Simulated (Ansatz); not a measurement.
Calculated with Ansatz (gas phase, PBE0-D4/def2-TZVP geometries, no zero-point term in ΔE). CBS: MP2 limit from def2 TZ/QZ plus the TZ coupled-cluster correction, frozen cores. Functionals use def2-TZVPP. Each species was taken in one conformer, which may not be the lowest.

Reaction (isomerisation): `C=C1CC1` → `C=CC=C`

`C=C1CC1`:

Z-matrix (Å, degrees):
```
C
C 1 1.458
C 1 1.528 2 58.4
H 1 1.085 2 118.7 3 106.6
H 1 1.085 2 118.7 3 -106.6
C 2 1.314 1 148.4 3 180.0
H 3 1.085 1 117.7 2 108.3
H 3 1.085 1 117.7 2 -108.3
H 6 1.085 2 121.2 1 0.0
H 6 1.085 2 121.2 1 -180.0
```

`C=CC=C`:

```xyz
10

C     0.368   -1.721   -0.532
C     0.499   -0.524    0.037
C    -0.499    0.524   -0.037
C    -0.368    1.721    0.532
H    -0.522   -1.980   -1.098
H     1.140   -2.476   -0.453
H     1.403   -0.292    0.597
H    -1.403    0.292   -0.597
H     0.522    1.981    1.097
H    -1.140    2.476    0.453
```

(1) Is it downhill or uphill in electronic energy at CCSD(T)/CBS, and by how much? (Best estimate.)

(2) What do these levels give: revPBE-D4, B97M-V, PBE0-D4, CAM-B3LYP-D4, PBE, BLYP, BHLYP, MP2/def2-SVP, CCSD(T)/def2-SVP, HF/def2-TZVPP, CCSD(T)/def2-TZVPP, HF/def2-QZVPP? (Estimate.)

Largest T1 diagnostic among the species: 0.011.

## Answers

(1) Ansatz gave: Downhill: ΔE = -83.1 kJ/mol.

(2) Computed: revPBE-D4 -70.8, B97M-V -73.0, PBE0-D4 -62.3, CAM-B3LYP-D4 -76.2, PBE -66.8, BLYP -91.3, BHLYP -83.1, MP2/def2-SVP -65.8, CCSD(T)/def2-SVP -76.9, HF/def2-TZVPP -92.8, CCSD(T)/def2-TZVPP -82.2, HF/def2-QZVPP -93.4 kJ/mol.

Leaving LDA and LC-ωPBE aside and taking each functional with its dispersion term where it has one, the values, not all of them listed here, spread over 29.8 kJ/mol, from BLYP-D4 to ωB97X-V. LDA lies +14.4 kJ/mol from PBE without D4. From BLYP to BHLYP (50 % exact exchange), in def2-TZVPP and without D4, ΔE moves by +8.3 kJ/mol. In def2-TZVPP, CCSD(T) changes the Hartree–Fock value by +10.6 kJ/mol (the triples alone add −2.1 kJ/mol) and MP2 by +19.7 kJ/mol.
